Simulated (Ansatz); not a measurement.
Runs of Ansatz 0.2.0 on CuO (Tenorite). Symmetry: C2/c, No. 15, monoclinic system. Conventional cell: a = 4.684 Å, b = 3.423 Å, c = 5.129 Å, α = 90.00°, β = 99.54°, γ = 90.00°. Cu (site symmetry -1) has 4 O at 1.95 to 1.96 Å as nearest neighbours. O (site symmetry 2) has 4 Cu at 1.95 to 1.96 Å as nearest neighbours. 

```tsv
share of exact exchange	gap on the mesh (eV)	pressure (GPa)	largest force (eV/Å)
0.2	none	1.1	(a)
0.1	none	(b)	0.27
0.15	none	2.2	0.27
0.05	none	4.5	0.26
```

Alike in all rows: task single point; level HSE06 form with a typed share of exact exchange; potentials or basis Ansatz PAW; no spin polarisation; cell as given; k mesh 5 × 5 × 3; cutoff (eV) 420; smearing fermi-dirac 0.05 eV; the mesh is coarse, so values aren't converged.

Task: Fill in the values left out.

Result: (a) 0.28; (b) 3.3.

Caveats: all runs use coarse meshes; the run has no spin polarisation, though such a crystal can be magnetic; the PAW data sets come from PBE, with cores solved anew for the run's functional, which leaves a small shift of forces and pressure; the thresholds are loose for stress.

A gap of «none» marks a metal or a gap under the smearing width.
